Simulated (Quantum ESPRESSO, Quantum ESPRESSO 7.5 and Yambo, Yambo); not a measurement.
# A GW chain in Yambo: BeTe (F-43m)

Aim: the G0W0 gap of BeTe (F-43m) on PBE, step by step.

Main program and level: Quantum ESPRESSO 7.5 and Yambo 5.3.0; PBE and many-body steps on it, plane waves.

**Experimental background.**

- Gap 2.7 eV: absolute (indirect, Gamma to X) gap; bulk crystal (quoted from earlier experiment) (quoted in “The band structure of BeTe - a combined experimental and theoretical study”, 1997, arxiv:cond-mat/9712266).

- Gap 2.8 eV: absolute (indirect, Gamma to X) gap, second literature value; film (quoted from earlier experiment) (quoted in “The band structure of BeTe - a combined experimental and theoretical study”, 1997, arxiv:cond-mat/9712266).

Most raw output is cut from this account.

## Step 1: The structure

Symmetry: F-43m, No. 216, cubic system. The conventional cell has a = 5.663 Å, b = 5.663 Å, c = 5.663 Å, α = 90.00°, β = 90.00°, γ = 90.00°. Nearest to Be lie 4 Te at 2.45 Å. Nearest to Te lie 4 Be at 2.45 Å. Farther neighbours and most contacts between anions are not listed.

The cell and positions are those that the Materials Project relaxed with its own functionals (PBE, PBE+U or r2SCAN), kept fixed. Spin-orbit coupling is left out unless a step names it.

## Step 2: Ground state

This step: Quantum ESPRESSO 7.5; DFT, PBE, plane waves, norm-conserving pseudopotentials.

The ground-state density comes first.

File pw.in:

```
&control
  calculation = 'scf'
  prefix = 'x'
  outdir = 'o'
  pseudo_dir = 'pseudo'
/
&system
  ibrav = 0
  nat = 2
  ntyp = 2
  ecutwfc = 88.0
  nbnd = 19
  force_symmorphic = .true.
/
&electrons
  conv_thr = 1e-10
  electron_maxstep = 80
  mixing_beta = 0.5
/
ATOMIC_SPECIES
  Be 9.012 Be.upf
  Te 127.6 Te.upf
CELL_PARAMETERS angstrom
  -0.0000000000 2.8314587876 2.8314587876
  2.8314587876 0.0000000000 2.8314587876
  2.8314587876 2.8314587876 0.0000000000
ATOMIC_POSITIONS crystal
  Be 0.0000000000 0.0000000000 0.0000000000
  Te 0.7500000000 0.7500000000 0.7500000000
K_POINTS automatic
  6 6 6 0 0 0
```

On the command line:

```sh
> OMP_NUM_THREADS=1 mpirun -n 4 pw.x -nk 4 -in pw.in > pw.out
```

Elapsed: 6.9 s, on 4 MPI ranks of Arm Neoverse V1, shared host; peak memory 0.28 GiB.

Numbers from this step:

* total energy: -8013.1641 eV
* gap: 2.027 eV
* k of the valence top: 0, 0, 0
* k of the conduction bottom: 0, -0.5, -0.5
* least direct gap: 3.645 eV

The gap is indirect, with the least direct gap 1.62 eV higher.

## Step 3: Bands along the symmetry lines

Levels along a band path, at the cheap level, show where the edges lie and whether the meshes to come will hold them.

File pw.in:

```
&control
  calculation = 'bands'
  prefix = 'x'
  outdir = 'o'
  pseudo_dir = 'pseudo'
/
&system
  ibrav = 0
  nat = 2
  ntyp = 2
  ecutwfc = 88.0
  nbnd = 20
  force_symmorphic = .true.
/
&electrons
  conv_thr = 1e-9
  electron_maxstep = 80
  diago_full_acc = .true.
  diago_thr_init = 5e-6
/
ATOMIC_SPECIES
  Be 9.012 Be.upf
  Te 127.6 Te.upf
CELL_PARAMETERS angstrom
  -0.0000000000 2.8314587876 2.8314587876
  2.8314587876 0.0000000000 2.8314587876
  2.8314587876 2.8314587876 0.0000000000
ATOMIC_POSITIONS crystal
  Be 0.0000000000 0.0000000000 0.0000000000
  Te 0.7500000000 0.7500000000 0.7500000000
K_POINTS crystal
  50
  0.00000000 0.00000000 0.00000000 1
  -0.06250000 -0.06250000 0.00000000 1
  -0.12500000 -0.12500000 0.00000000 1
  -0.18750000 -0.18750000 0.00000000 1
  -0.25000000 -0.25000000 0.00000000 1
  -0.31250000 -0.31250000 0.00000000 1
  -0.37500000 -0.37500000 0.00000000 1
  -0.43750000 -0.43750000 0.00000000 1
  -0.50000000 -0.50000000 0.00000000 1
  -0.48437500 -0.48437500 0.03125000 1
  -0.46875000 -0.46875000 0.06250000 1
  -0.45312500 -0.45312500 0.09375000 1
  -0.43750000 -0.43750000 0.12500000 1
  -0.42187500 -0.42187500 0.15625000 1
  -0.40625000 -0.40625000 0.18750000 1
  -0.39062500 -0.39062500 0.21875000 1
  -0.37500000 -0.37500000 0.25000000 1
  -0.37500000 0.00000000 0.37500000 1
  -0.32812500 0.00000000 0.32812500 1
  -0.28125000 0.00000000 0.28125000 1
  -0.23437500 0.00000000 0.23437500 1
  -0.18750000 0.00000000 0.18750000 1
  -0.14062500 0.00000000 0.14062500 1
  -0.09375000 0.00000000 0.09375000 1
  -0.04687500 0.00000000 0.04687500 1
  0.00000000 0.00000000 0.00000000 1
  0.00000000 0.00000000 0.06250000 1
  0.00000000 0.00000000 0.12500000 1
  0.00000000 0.00000000 0.18750000 1
  0.00000000 0.00000000 0.25000000 1
  0.00000000 0.00000000 0.31250000 1
  0.00000000 0.00000000 0.37500000 1
  0.00000000 0.00000000 0.43750000 1
  -0.00000000 -0.00000000 0.50000000 1
  -0.06250000 -0.03125000 0.46875000 1
  -0.12500000 -0.06250000 0.43750000 1
  -0.18750000 -0.09375000 0.40625000 1
  -0.25000000 -0.12500000 0.37500000 1
  -0.31250000 -0.15625000 0.34375000 1
  -0.37500000 -0.18750000 0.31250000 1
  -0.43750000 -0.21875000 0.28125000 1
  -0.50000000 -0.25000000 0.25000000 1
  -0.50000000 -0.28125000 0.21875000 1
  -0.50000000 -0.31250000 0.18750000 1
  -0.50000000 -0.34375000 0.15625000 1
  -0.50000000 -0.37500000 0.12500000 1
  -0.50000000 -0.40625000 0.09375000 1
  -0.50000000 -0.43750000 0.06250000 1
  -0.50000000 -0.46875000 0.03125000 1
  -0.50000000 -0.50000000 0.00000000 1
```

Wall time 5.7 s (4 MPI ranks); peak memory 0.24 GiB; 22 s of CPU time.

This step gave:

| Item | Value |
| --- | --- |
| gap | 2.027 eV |
| k of the valence top | 0, 0, 0 |
| k of the conduction bottom | -0.5, -0.5, 0 |
| least direct gap | 3.645 eV |

The gap is 2.027 eV, as in the run before at this level.

Electronic bands along the path, in eV, zero at the top of the highest filled band:

```csv
point,band 11,band 12,band 13,band 14,band 15,band 16,band 17,band 18
Γ,-12.19,0.00,0.00,0.00,3.64,3.64,3.64,3.71
halfway,-11.47,-2.86,-1.63,-1.63,2.65,4.41,6.43,6.43
X,-10.42,-5.02,-2.58,-2.58,2.03,2.71,9.65,9.65
halfway,-10.41,-4.92,-3.06,-2.47,2.35,3.37,9.06,9.11
U,-10.44,-4.67,-3.78,-2.17,2.75,5.28,7.86,8.13
jump to K,-10.44,-4.67,-3.78,-2.17,2.75,5.28,7.86,8.13
halfway,-11.41,-3.47,-2.20,-0.65,4.05,4.68,5.21,6.25
Γ,-12.19,0.00,0.00,0.00,3.64,3.64,3.64,3.71
halfway,-11.65,-3.26,-0.65,-0.65,3.29,4.51,4.51,6.96
L,-10.89,-5.43,-1.10,-1.10,3.05,4.62,4.62,7.84
halfway,-10.66,-5.01,-2.83,-1.85,4.21,4.41,6.65,7.73
W,-10.39,-4.50,-3.60,-3.12,5.30,5.54,5.60,6.15
halfway,-10.40,-4.82,-3.05,-2.87,3.05,3.67,8.22,8.40
X,-10.42,-5.02,-2.58,-2.58,2.03,2.71,9.65,9.65
```

## Step 4: Empty states on the mesh, 4×4×4 mesh, 549 bands

The sums over transitions need many empty states on a uniform mesh; this step solves for them.

File pw.in:

```
&control
  calculation = 'nscf'
  prefix = 'x'
  outdir = 'o'
  pseudo_dir = 'pseudo'
/
&system
  ibrav = 0
  nat = 2
  ntyp = 2
  ecutwfc = 88.0
  nbnd = 549
  force_symmorphic = .true.
/
&electrons
  conv_thr = 1e-9
  electron_maxstep = 80
  diago_full_acc = .true.
  diago_thr_init = 5e-6
/
ATOMIC_SPECIES
  Be 9.012 Be.upf
  Te 127.6 Te.upf
CELL_PARAMETERS angstrom
  -0.0000000000 2.8314587876 2.8314587876
  2.8314587876 0.0000000000 2.8314587876
  2.8314587876 2.8314587876 0.0000000000
ATOMIC_POSITIONS crystal
  Be 0.0000000000 0.0000000000 0.0000000000
  Te 0.7500000000 0.7500000000 0.7500000000
K_POINTS automatic
  4 4 4 0 0 0
```

The job ended after 1.7 min (4 MPI ranks; peak memory 1.1 GiB; 6.7 min of CPU time).

This step gave:

- gap: 2.027 eV
- k of the valence top: 0, 0, 0
- k of the conduction bottom: 0, -0.5, -0.5
- least direct gap: 3.645 eV
- k points computed: 8
- lowest point of the top converged band, above the valence top: 286.1555 eV

On this mesh the gap is 2.027 eV.

## Step 5: Conversion and set-up

This step: Yambo 5.3.0; conversion and set-up on PBE, plane waves, norm-conserving pseudopotentials.

The states are converted to the many-body program's format and the q mesh is built.

On the command line:

```sh
> (cd o/x.save; p2y > p2y.log; mv SAVE ../..); yambo > setup.log
```

Run time: 3 s. Hardware: 1 MPI rank; peak memory 0.25 GiB.

## Step 6: Screening and self-energy, 4×4×4 mesh, 232 bands, screening to 231.3 eV

G0W0 replaces the xc potential by the self-energy, built once from these orbitals. Only a window of levels is corrected, while the sums run over the empty bands that the input names.

This step: G0W0 on PBE, plane waves, norm-conserving pseudopotentials.

File gw2.in:

```
HF_and_locXC
gw0
dyson
ppa
em1d
rim_cut
RandQpts= 1000000
RandGvec= 1 RL
EXXRLvcs= 88 Ry
VXCRLvcs= 352 Ry
Chimod= "HARTREE"
% BndsRnXp
 1 | 232 |
%
NGsBlkXp= 17 Ry
% LongDrXp
 1 | 1 | 1 |
%
% GbndRnge
 1 | 232 |
%
DysSolver= "n"
ExtendOut
PPAPntXp= 27.21138 eV
% QPkrange
 1 | 1 | 13 | 16 |
 7 | 7 | 13 | 16 |
%
```

On the command line:

```sh
> OMP_NUM_THREADS=1 mpirun -n 4 yambo -F gw2.in -J gw2 -C gw2 > gw2.log
```

Elapsed: 6 min, on 4 MPI ranks; peak memory 2.1 GiB; 24 min of CPU time.

This step gave:

```
G0W0 gap on the points computed              : 2.895 eV
starting gap on the mesh                     : 2.027 eV
k of the valence top                         : 0, 0, 0
k of the conduction bottom                   : 0, -0.5, -0.5
least direct G0W0 gap on the computed points : 4.748 eV
Z at the valence top                         : 0.8045
Z at the conduction bottom                   : 0.8171
```

The gap on the mesh goes from 2.03 eV to 2.90 eV, a correction of +0.87 eV.

Limits: finite bands, cutoff and mesh; no spin-orbit coupling; coarse k mesh. v1 is the top filled band, c1 the lowest empty one. The levels before and after the correction (eV, zero at the valence-band top of each column):

|  | conduction bottom | valence top |
| --- | --- | --- |
| Kohn-Sham | 2.03 | 0.00 |
| G0W0 | 2.90 | 0.00 |

```csv
,level,energy (eV)
Kohn-Sham,Γ v2-v1,0.000
Kohn-Sham,Γ c1-c2,3.645
Kohn-Sham,(0 -0.5 -0.5) v2-v1,-2.578
Kohn-Sham,(0 -0.5 -0.5) c1,2.027
Kohn-Sham,(0 -0.5 -0.5) c2,2.711
G0W0,Γ v2-v1,0.000
G0W0,Γ c1-c2,4.748
G0W0,(0 -0.5 -0.5) v2-v1,-2.725
G0W0,(0 -0.5 -0.5) c1,2.895
G0W0,(0 -0.5 -0.5) c2,3.664
```

## Step 7: Where the time went

Times are wall times on the hardware named with each run, good to a factor of about two.

```
                          step     time  share  memory (GiB)
                  ground state    6.9 s    1 %          0.28
bands along the symmetry lines    5.7 s    1 %          0.24
      empty states on the mesh  1.7 min   21 %           1.1
         conversion and set-up      3 s    1 %          0.25
     screening and self-energy    6 min   76 %           2.1
```

## Step 8: Results

| Quantity | Value |
| --- | --- |
| PBE gap | 2.03 eV, indirect |
| G0W0 gap on the mesh | 2.90 eV |
| GW settings | 4×4×4 mesh, 232 bands, screening to 231.3 eV, Godby-Needs plasmon pole |
| known limits | not at the basis limit; no spin-orbit coupling; coarse k mesh |

What this shows: G0W0 moves the gap on the mesh from 2.03 eV to 2.90 eV (+0.87 eV), with Z of 0.80 and 0.82 at the edges. Only 2 of the mesh's irreducible points were corrected, so a valley elsewhere could overtake. The dearest step here is «screening and self-energy». Against experiment, by G0W0@PBE: the gap of 2.90 eV lies +0.20 eV from the measured 2.7 eV (indirect, quoted 1997); the gap of 2.90 eV lies +0.10 eV from the measured 2.8 eV (indirect, quoted 1997). The calculation has static nuclei and no excitons; a measured gap holds zero-point and thermal motion, which mostly lowers it. With atoms this heavy the missing spin-orbit coupling can matter too. Bands and cutoff are finite, so the gap is not at the basis limit. The miss can reach some tenths of an eV and take either sign; the mesh is an error of its own. In the G0W0 run levels were corrected at 2 k points alone, so a gap called «on the mesh» is the least over those, and an edge elsewhere would be missed. The 4×4×4 mesh is coarse for this cell, which bears on the long-range parts of exchange and screening.

[Paths, hosts, dates, memory and timing lines, banners, echoed tables and standing remarks are left out of the program output.]

[Logs are printed without paths, hosts, clocks, repeated set-up lines and the standing remarks that a program may print on its own settings, such as how far it seeks lower states.]

[Runs of the session that timed out or met a known fault of the program may be left out.]

[Hosts, paths, dates, database ids (printed as entryN), source tags and the programs' standing remarks are cut or masked in the printed files.]
